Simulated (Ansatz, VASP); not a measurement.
This is a calculation of TiAl for VASP 6.6.1.

The input INCAR:

```
SYSTEM = TiAl
PREC     = Accurate       ! precision mode
ENCUT    = 520            ! plane-wave cutoff, eV
EDIFF    = 1E-7           ! SCF threshold, eV
ISMEAR   = -1             ! smearing method
SIGMA    = 0.05           ! smearing width, eV
LREAL    = .FALSE.        ! projectors in reciprocal space
LASPH    = .TRUE.         ! aspherical terms in the spheres
NELM     = 80             ! most SCF steps
ALGO     = Normal         ! electronic algorithm
ISIF     = 2              ! what is computed and relaxed
LWAVE    = .FALSE.        ! write WAVECAR
LCHARG   = .FALSE.        ! write CHGCAR
GGA      = PE             ! functional
NBANDS   = 14             ! bands
```

File KPOINTS:

```
regular mesh
0
G
  8 8 8
  0 0 0
```

File POSCAR:

```
TiAl
1.0
    3.2414144177      0.0000000000      0.0000000000
    0.0000000000      3.2414144177      0.0000000000
    0.0000000000      0.0000000000      3.2414144177
Ti Al
1 1
Direct
    0.0000000000      0.0000000000      0.0000000000
    0.5000000000      0.5000000000      0.5000000000
```

Potentials or basis: VASP PAW PBE potentials, release 64 (Ti_sv, Al).

Command:

```sh
$ cat potpaw_PBE.64/Ti_sv/POTCAR potpaw_PBE.64/Al/POTCAR > POTCAR
$ mpirun -np 1 vasp_std > vasp.out
```

**Question.** Translate it to Ansatz 0.2.0. Potentials there: Ansatz PAW.

**Answer.** As run (the cutoff follows the program's own potentials):

Contents of input.yaml:

```yaml
crystal:
  lattice:
    - [3.2414144177, 0.0, 0.0]
    - [0.0, 3.2414144177, 0.0]
    - [0.0, 0.0, 3.2414144177]
  atoms:
    - { symbol: Ti, position: [0.0, 0.0, 0.0] }
    - { symbol: Al, position: [0.5, 0.5, 0.5] }
hamiltonian:
  xc: pbe
  pseudopotentials: { kind: paw }
kpoints:
  mp_grid: { grid: [8, 8, 8] }
scf:
  occupations: { method: fermi_dirac, width: 0.05 }
output:
  forces: true
  stress: true
  eigenvalues: true
```

Potentials or basis: Ansatz PAW.

The run is started by

```console
$ ansatz run input.yaml --threads 1 --pin off --max-ram 3584MiB --backend cpu --events-out ev --progress --plain --runs-dir out
```

Both were run:

|  | VASP | Ansatz | Ansatz less VASP |
| --- | --- | --- | --- |
| gap on the k mesh at the Fermi level (eV) | none | none | - |
| pressure (GPa) | -5.1 | -5.1 | +0.01 |

A gap of «none» marks a metal or a gap that the smearing closes.
